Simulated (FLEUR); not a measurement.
CrCuO2 under changes of volume

One of the cells (10.911 Å³/atom); the others are scaled copies at fixed shape and fractional positions:

```xyz
4
Lattice="1.4867 0.8583 5.7000 -1.4867 0.8583 5.7000 0.0000 -1.7167 5.7000" Properties=species:S:1:pos:R:3 pbc="T T T"
Cu    0.0000    0.0000    0.0000
Cr    0.0000    0.0000    8.5500
O     0.0000    0.0000   15.2546
O     0.0000    0.0000    1.8454
```

* Program: FLEUR MaX-R8.1 (later development tree)
* Functional: PBEsol
* Potentials or basis: all-electron
* Basis: FLAPW
* Kmax: 5.54 1/bohr
* k mesh: 10 × 10 × 10
* Occupations: fermi-dirac, width 0.05 eV
* Spin: collinear spin, ferromagnetic start
* Starting moments: [0.601, 3.0, 0.0, 0.0] μB

```csv
volume (Å³/atom),energy over the lowest point (meV/atom),gap on the mesh (eV)
10.256,?,?
10.474,3.04,0.83
10.692,0.00,0.91
10.911,2.36,0.97
11.129,9.57,0.95
11.347,21.11,0.92
11.565,36.42,0.90
```

Question: What does the run at 10.256 Å³/atom give?

Answer: Energy over the lowest point 12.10 meV/atom; gap on the mesh 0.75 eV.

Worked out: A Birch-Murnaghan fit of order 3 (a polynomial in V^(-2/3)) to the other rows has its minimum at 10.70 Å³/atom with B0 = V·E''(V) = 194 GPa and B' = 4.7 at fixed shape and positions, which overstates the stiffness. It gives 12.20 meV/atom at 10.256 Å³/atom, against the run's 12.10. A parabola through the other rows of the gap, of slope 6.06 eV per unit of ln V there, extrapolates to 0.73 eV, against the run's 0.75.

Energies are extrapolated to zero smearing.

Caveats: only a ferromagnetic start was run, and an antiferromagnetic order may lie lower in energy.

A mesh can miss the band edges.
